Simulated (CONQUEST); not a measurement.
# MgS (Niningerite) under changes of volume

One of the cells (17.609 Å³/atom); the others are scaled copies at fixed shape and fractional positions:

```
S Mg
1.0
     3.67929    0.00000    0.00000
     0.00000    3.67929    0.00000
     0.00000    0.00000    5.20330
S Mg
2 2
Direct
  0.00000 0.00000 0.50000
  0.50000 0.50000 0.00000
  0.00000 0.00000 0.00000
  0.50000 0.50000 0.50000
```

| Item | Value |
| --- | --- |
| Program | CONQUEST 1.3 |
| Functional | PBE |
| Potentials or basis | PseudoDojo NC PBE, DZP, grid of 36 × 36 × 60 points |
| k mesh | 7 × 7 × 5 |
| Occupations | fermi-dirac, width 0.05 eV |
| Spin | no spin polarisation |

```tsv
volume (Å³/atom)	energy over the lowest point (meV/atom)	pressure (GPa)	gap on the mesh (eV)
16.553	?	?	?
16.905	33.06	7.2	2.68
17.257	19.03	5.4	2.64
17.609	9.09	3.6	2.60
17.962	2.78	2.1	2.56
18.314	0.00	0.3	2.52
18.666	1.08	-1.1	2.48
```

Problem. What does the run at 16.553 Å³/atom give?

Solution. Energy over the lowest point 50.98 meV/atom; pressure 9.6 GPa; gap on the mesh 2.72 eV.

Worked out: A Birch-Murnaghan fit of order 3 (a polynomial in V^(-2/3)) to the other rows has its minimum at 18.39 Å³/atom with B0 = V·E''(V) = 84 GPa (rough, since the energies scatter). It gives 50.86 meV/atom at 16.553 Å³/atom, against the run's 50.98, and -dE/dV = 9.0 GPa, against 9.6. A straight line through the other rows of the gap, of slope -2.02 eV per unit of ln V, extrapolates to 2.72 eV, against the run's 2.72.

Energies are extrapolated to zero smearing.

Caveats: an odd mesh through Γ misses points on the zone boundary, where band edges often lie; the basis of atomic orbitals isn't converged, which shifts pressures, moduli and gaps; the real-space grid breaks the cell's symmetry a little (some runs).
